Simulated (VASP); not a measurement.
# W (Im-3m) in VASP: further runs

The runs below take W through relaxation of cell and atoms, electrostatic potential, with LDA.

Everything below comes from runs of VASP 6.6.1. Logs are shortened: lines on timing, memory, paths and dates and some standing lists are left out, and cuts for length are marked.

## Step 1: Starting point

Symmetry: Im-3m, No. 229, cubic system. Conventional cell: a = 3.150 Å, b = 3.150 Å, c = 3.150 Å, α = 90.00°, β = 90.00°, γ = 90.00°. W (site symmetry m-3m) has 8 W at 2.73 Å as nearest neighbours.

The cell was built by a generator and needn't be a form met in nature.

## Step 2: Relaxation of cell and atoms, LDA

File INCAR:

```
ALGO     = Normal         # electronic algorithm
EDIFF    = 1E-6           # SCF threshold, eV
EDIFFG   = -0.005         # ionic threshold
ENCUT    = 600            # plane-wave cutoff, eV
IBRION   = 2              # ionic algorithm
ISIF     = 3              # what is computed and relaxed
ISMEAR   = 1              # smearing method
LASPH    = True           # aspherical terms in the spheres
LCHARG   = False          # write CHGCAR
LREAL    = False          # projectors in reciprocal space
LWAVE    = False          # write WAVECAR
NELM     = 120            # most SCF steps
NSW      = 40             # ionic steps
PREC     = Accurate       # precision mode
SIGMA    = 0.1            # smearing width, eV
```

File KPOINTS:

```
k-points
0
Gamma
  18 18 18
```

File POSCAR:

```
W
1.0
   -1.5750000000      1.5750000000      1.5750000000
    1.5750000000     -1.5750000000      1.5750000000
    1.5750000000      1.5750000000     -1.5750000000
W
1
Direct
    0.0000000000      0.0000000000      0.0000000000
```

Potentials or basis: VASP PAW LDA potentials, release 64 (W_sv).

Launch:

```console
cat potpaw_LDA.64/W_sv/POTCAR > POTCAR
mpirun -np 1 vasp_std > vasp.out
```

OUTCAR:

```text
EDIFF = 1E-6
   EDIFFG = -0.005
   ENCUT = 600
   IBRION = 2
   ISIF = 3
   ISMEAR = 1
   LASPH = True
   LREAL = False
   NELM = 120
   NSW = 40
   PREC = Accurate

 ion  position               nearest neighbor table
   1  0.000  0.000  0.000-

  LATTYP: Found a body centered cubic cell.
 ALAT       =     3.1500000000

  Lattice vectors:

 A1 = (  -1.5750000000,   1.5750000000,   1.5750000000)
 A2 = (   1.5750000000,  -1.5750000000,   1.5750000000)
 A3 = (   1.5750000000,   1.5750000000,  -1.5750000000)

Analysis of symmetry for initial positions (statically):
=====================================================================
 Subroutine PRICEL returns:
 Original cell was already a primitive cell.

 Routine SETGRP: Setting up the symmetry group for a
 body centered cubic supercell.

 Subroutine GETGRP returns: Found 48 space group operations
 (whereof 48 operations were pure point group operations)
 out of a pool of 48 trial point group operations.

The static configuration has the point symmetry O_h .

Analysis of symmetry for dynamics (positions and initial velocities):
=====================================================================
 Subroutine PRICEL returns:
 Original cell was already a primitive cell.

 Routine SETGRP: Setting up the symmetry group for a
 body centered cubic supercell.

 Subroutine GETGRP returns: Found 48 space group operations
 (whereof 48 operations were pure point group operations)
 out of a pool of 48 trial point group operations.

The dynamic configuration has the point symmetry O_h .

 Subroutine INISYM returns: Found 48 space group operations
 (whereof 48 operations are pure point group operations),
 and found     1 'primitive' translations

----------------------------------------------------------------------------------------

                                     Primitive cell

  volume of cell :      15.6279

  direct lattice vectors                    reciprocal lattice vectors
    -1.575000000  1.575000000  1.575000000     0.000000000  0.317460317  0.317460317
     1.575000000 -1.575000000  1.575000000     0.317460317  0.000000000  0.317460317
     1.575000000  1.575000000 -1.575000000     0.317460317  0.317460317  0.000000000

  length of vectors
     2.727980022  2.727980022  2.727980022     0.448956686  0.448956686  0.448956686

  position of ions in fractional coordinates (direct lattice)
     0.000000000  0.000000000  0.000000000

  ion indices of the primitive-cell ions
   primitive index   ion index
                 1           1

[... 89 lines left out ...]
   IMIX   =      4    mixing-type and parameters
     AMIX     =   0.40;   BMIX     =  1.00
     AMIX_MAG =   1.60;   BMIX_MAG =  1.00
  volume/ion in A,a.u.               =      15.63       105.46
  Fermi-wavevector in a.u.,A,eV,Ry     =   1.578157  2.982285 33.886404  2.490580
  Thomas-Fermi vector in A             =   2.678731
   LORBIT       =      0    0 simple, 1 ext, 2 COOP (PROOUT), +10 PAW based schemes
   GGA     = CA    functional components
   LHFCALC =     F    Hartree Fock is set to
   AEXX    =    0.0000 exact exchange contribution
   IVDW    =     0    specifies the selected vdW correction
   LEPSILON=     F    determine dielectric tensor
   LRPA    =     F    only Hartree local field effects (RPA)
 conjugate gradient relaxation of ions
 non-spin polarized calculation
 Methfessel and Paxton  Order N= 1 SIGMA  =   0.10
  energy-cutoff  :      600.00
  volume of cell :       15.63
 maximum number of plane-waves:       539
 NGX is ok and might be reduce to    24
   NGX = 11   NGY = 11   NGZ = 11

--------------------------------------- Ionic step        1  -------------------------------------------

 number of electron      14.0000001 magnetization

 Free energy of the ion-electron system (eV)
  ---------------------------------------------------
  ext. energy  EPLUGINS =         0.00000000
  ---------------------------------------------------
  free energy    TOTEN  =       -14.09871254 eV

  energy without entropy =      -14.09839806  energy(sigma->0) =      -14.09860771

------------------------ aborting loop because EDIFF is reached ----------------------------------------

  FORCE on cell =-STRESS in cart. coord.  units (eV):
  Direction    XX          YY          ZZ          XY          YZ          ZX
  --------------------------------------------------------------------------------------
  -------------------------------------------------------------------------------------
  Total       -0.2405603     -0.2405603     -0.2405603      0.0000000      0.0000000      0.0000000
  in kB      -24.6622616    -24.6622616    -24.6622616      0.0000000      0.0000000      0.0000000
  external PRESSURE =     -24.6622616 kB  Pullay stress =       0.0000000 kB
[... 57 lines left out ...]
--------------------------------------- Ionic step        3  -------------------------------------------

 number of electron      14.0000000 magnetization

 Free energy of the ion-electron system (eV)
  ---------------------------------------------------
  ext. energy  EPLUGINS =         0.00000000
  ---------------------------------------------------
  free energy    TOTEN  =       -14.09960055 eV

  energy without entropy =      -14.09924268  energy(sigma->0) =      -14.09948126

 E-fermi :  11.6180     XC(G=0): -13.9512

 val. band max:       11.5975983052   @ k =  -0.4444   0.4444   0.2778
 cond. band min:      11.6216620129   @ k =  -0.2778   0.3333   0.2222
 fundamental gap:      0.0240637076
 Fermi energy:        11.6180297635

 k-point     1 :       0.0000    0.0000    0.0000
  band No.  band energies     occupation
      1     -62.0896      2.00000
      2     -25.8632      2.00000
      3     -25.8632      2.00000
      4     -25.8632      2.00000
      5       1.9731      2.00000
      6      10.3353      2.00000
      7      10.3353      2.00000
      8      10.3353      2.00000
      9      13.8712      0.00000
     10      13.8713      0.00000
     11      26.2586      0.00000
[... 309 lines left out ...]
 k-point    24 :       0.3889    0.1111   -0.0000
  band No.  band energies     occupation
      1     -61.9373      2.00000
      2     -27.1824      2.00000
      3     -26.3574      2.00000
      4     -25.9344      2.00000
      5       5.6958      2.00000
      6       8.1082      2.00000
      7      11.1711      2.00000
      8      13.6669      0.00000
      9      15.0371      0.00000
     10      18.2618      0.00000
     11      22.8786      0.00000

 [... further k-points ...]
[... 5 lines left out ...]
  --------------------------------------------------------------------------------------
  -------------------------------------------------------------------------------------
  Total       -0.0017732     -0.0017732     -0.0017732      0.0000000      0.0000000      0.0000000
  in kB       -0.1831251     -0.1831251     -0.1831251      0.0000000      0.0000000      0.0000000
  external PRESSURE =      -0.1831251 kB  Pullay stress =       0.0000000 kB
[... 16 lines left out ...]
  FREE ENERGIE OF THE ION-ELECTRON SYSTEM (eV)
  ---------------------------------------------------
  free  energy   TOTEN  =       -14.0996005506 eV

  energy  without entropy=      -14.0992426789  energy(sigma->0) =      -14.09948126

 reached required accuracy - stopping structural energy minimisation
```

Run time: 28 s. Hardware: 1 thread of Intel Xeon 6975P-C (Granite Rapids), shared host; peak memory 0.17 GiB.

Results:

* Free energy: -14.0996 eV
* Relaxed volume: 15.51 Å³/atom
* Relaxed cell: a = 2.721 Å, b = 2.721 Å, c = 2.721 Å, α = 109.47°, β = 109.47°, γ = 109.47°
* Space group after relaxing (to 0.05 Å): Im-3m (No. 229)
* Energy gained by relaxing: 0.9 meV/atom
* Ionic steps: 3
* Pressure after relaxing: 0.0 GPa
* Band gap on the k mesh: none (metal or under the smearing width)

Step by step:
```
step  energy change (eV)  largest force (eV/Å)  pressure (GPa)  volume (Å³)
   1              0.0000                0.0000           -2.47        15.63
   2              0.0117                0.0000            9.76        15.09
   3             -0.0009                0.0000           -0.02        15.51
```

Final structure:
```
CELL_PARAMETERS angstrom
-1.57116 1.57116 1.57116
1.57116 -1.57116 1.57116
1.57116 1.57116 -1.57116
ATOMIC_POSITIONS crystal
W 0.00000 0.00000 0.00000
```

## Step 3: Electrostatic potential, LDA

This run uses another cell than the first one, of 15.51 Å³/atom, 0.993 times its volume.

File INCAR:

```
SYSTEM = W
PREC = Accurate
ENCUT = 520
EDIFF = 1E-6
ISMEAR = 1
SIGMA = 0.1
LREAL = .False.
LASPH = .True.
NELM = 100
ALGO = Normal
ISIF = 2
LWAVE = .False.
LCHARG = .True.
LVHAR = .True.
```

File KPOINTS:

```
regular mesh
0
Gamma
  18 18 18
  0 0 0
```

File POSCAR:

```
W                                       
1.0
   -1.5711644761      1.5711644761      1.5711644761
    1.5711644761     -1.5711644761      1.5711644761
    1.5711644761      1.5711644761     -1.5711644761
  W             
     1
Direct
     0.0000000000000000    0.0000000000000000    0.0000000000000000
```

Potentials or basis: VASP PAW LDA potentials, release 64 (W_sv).

Launch:

```console
cat potpaw_LDA.64/W_sv/POTCAR > POTCAR
mpirun -np 1 vasp_std > vasp.out
```

It took 13 s on 1 thread of Intel Xeon 6975P-C (Granite Rapids), shared host; peak memory 0.14 GiB.

It converged, with:

* Free energy: -14.0994 eV
* Pressure: -0.1 GPa
* Band gap on the k mesh: none (metal or under the smearing width)

Levels at points of the mesh, in eV from the Fermi level:
```tsv
k point	band 4	band 5	band 6	band 7	band 8	band 9	band 10	band 11
(0.00, 0.00, 0.00)	-37.48	-9.65	-1.28	-1.28	-1.28	2.25	2.25	14.64
(0.50, 0.00, 0.00)	-37.49	-6.38	-3.68	0.93	2.17	3.16	6.34	11.64
(0.50, 0.50, 0.50)	-38.46	-6.01	-6.01	5.32	5.32	5.32	8.55	8.55
```

The run has no spin-orbit coupling, so splittings on W are missing.
